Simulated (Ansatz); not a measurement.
Runs of Ansatz 0.2.0 on Ge. The structure is hexagonal, space group P6_3/mmc (No. 194). Conventional cell: a = 3.998 Å, b = 3.998 Å, c = 6.599 Å, α = 90.00°, β = 90.00°, γ = 120.00°. Ge (site symmetry 3m) has 4 Ge at 2.45 to 2.47 Å as nearest neighbours. This isn't the form of Ge at room conditions, which is diamond.

```tsv
task	level	cell	k mesh	cutoff (eV)	points for each segment of the path	mesh quality	gap on the mesh (eV)	pressure (GPa)	relaxed volume (Å³/atom)
band structure	B3LYP	as given	4 × 4 × 2	420	4	coarse	0.83	-	-
phonons	LDA	as given	6 × 6 × 3	420	-	not flagged	0.27	-	-
single point	PBE0	as given	6 × 6 × 4	420	-	not flagged	0.99	-	-
relaxation of cell and atoms	r2SCAN	relaxed	6 × 6 × 3	500	-	not flagged	0.07	0.0	22.82
band structure	LDA	as given	8 × 8 × 4	420	14	not flagged	-	-1.9	-
relaxation of cell and atoms	PBEsol+D3(BJ)	relaxed	8 × 8 × 4	420	-	not flagged	(b)	0.0	(a)
relaxation of cell and atoms	PBEsol	relaxed	8 × 8 × 4	420	-	not flagged	0.07	0.0	22.82
```

Alike in all rows: potentials or basis Ansatz PAW; no spin polarisation; smearing fermi-dirac 0.05 eV.

**Question.** Fill in the values left out.

**Answer.** (a) 22.20; (b) none.

Caveats: some runs use coarse meshes; the PAW data sets come from PBE, with cores solved anew for the run's functional, which leaves a small shift of forces and pressure; the plane-wave basis is chosen anew once the cell has moved, so the energies of steps on either side of that aren't comparable (some runs); odd divisions of the mesh miss points on the zone boundary, where band edges often lie, so the gap on the mesh can be too wide (some runs); the potentials were made for another functional, which shifts forces and pressure (some runs); the k mesh misses the band edges, so the gap on the mesh is wider than the one along the path (some runs); pairwise dispersion overbinds metals, which lowers pressure and volume (some runs).

A k mesh can miss the band edges, and the runs leave out spin-orbit coupling on Ge.

Not every run made on this cell is shown here.
